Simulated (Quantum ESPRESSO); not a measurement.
Pb, 1 atom in the cell. It takes space group Im-3m (No. 229, cubic). The conventional cell has a = 3.959 Å, b = 3.959 Å, c = 3.959 Å, α = 90.00°, β = 90.00°, γ = 90.00°. Pb (site symmetry m-3m) is surrounded by 8 Pb at 3.43 Å. This isn't the form of Pb at room conditions, which is fcc.

```yaml
Program: Quantum ESPRESSO 7.5
Task: single point
Functional: PBE
Potentials_or_basis: SSSP 1.3 efficiency PBE
Cutoff: 748 eV
Density_cutoff: 5987 eV
k_mesh: 9 × 9 × 9
Occupations: fermi-dirac, width 0.05 eV
Spin: no spin polarisation
Mixing_beta: 0.5
Most_SCF_iterations: 120
SCF_threshold: 2e-10 Ry
```

Potentials or basis: SSSP 1.3 efficiency PBE.

Launch:

```sh
$ OMP_NUM_THREADS=1 pw.x -in pw.in > pw.out
```

Hardware: 1 thread of Arm Neoverse V2, with other jobs on the host.

How long does it take, and how much memory?

It took 15 s on 1 thread of Arm Neoverse V2 (shared host), peak memory 0.15 GiB. Counts: scf iterations 12, bands 13, k points 35, g dense 32565.
